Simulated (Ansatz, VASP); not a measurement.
Si in VASP and in Ansatz

Contents of INCAR:

```
PREC = Accurate
ENCUT = 520
EDIFF = 1E-7
ISMEAR = 0
SIGMA = 0.05
LREAL = F
LASPH = T
NELM = 100
ALGO = Normal
ISIF = 2
LWAVE = F
LCHARG = F
GGA = CA
NBANDS = 11
```

Contents of KPOINTS:

```
Automatic mesh
0
Gamma
  12 12 12
```

The input POSCAR:

```
Si
1.0
    0.0000000000      2.5310386533      2.9276524103
    2.5310386533      0.0000000000      2.9276524103
    2.5310386533      2.5310386533      0.0000000000
Si
2
Direct
    0.5000000000      0.5000000000      0.5000000000
    0.7500000000      0.7500000000      0.7500000000
```

Input for Ansatz:

```yaml
crystal:
  lattice:
    - [0.0, 2.5310386533, 2.9276524103]
    - [2.5310386533, 0.0, 2.9276524103]
    - [2.5310386533, 2.5310386533, 0.0]
  atoms:
    - { symbol: Si, position: [0.5, 0.5, 0.5] }
    - { symbol: Si, position: [0.75, 0.75, 0.75] }
basis:
  ecutwfc: 420
kpoints:
  mp_grid: { grid: [12, 12, 12] }
hamiltonian:
  xc: lda
  pseudopotentials: { kind: paw, azcp: { folder: soft_1 } }
scf:
  occupations: { method: gaussian, width: 0.05 }
output:
  forces: true
  stress: true
  eigenvalues: true
```

Alike in both runs: task single point; functional LDA; k mesh 12 × 12 × 12; occupations gaussian, width 0.05 eV; no spin polarisation.

```csv
,VASP,Ansatz
version,VASP 6.6.1,Ansatz 0.2.0
potentials or method,"VASP PAW LDA potentials, release 64 (Si)","scalar-relativistic, plane waves, PAW"
plane-wave cutoff (eV),520,420
valence electrons in the cell,8,8
```

```csv
,VASP,Ansatz,Ansatz less VASP
gap on the k mesh at the Fermi level (eV),none,none,-
pressure (GPa),4.3,4.3,-0.06
largest component of the traceless stress (GPa),11.19,11.19,+0.007
```

A gap of «none» marks a metal or a gap that the smearing closes. Ansatz warned: «pseudo_functional_mismatch».
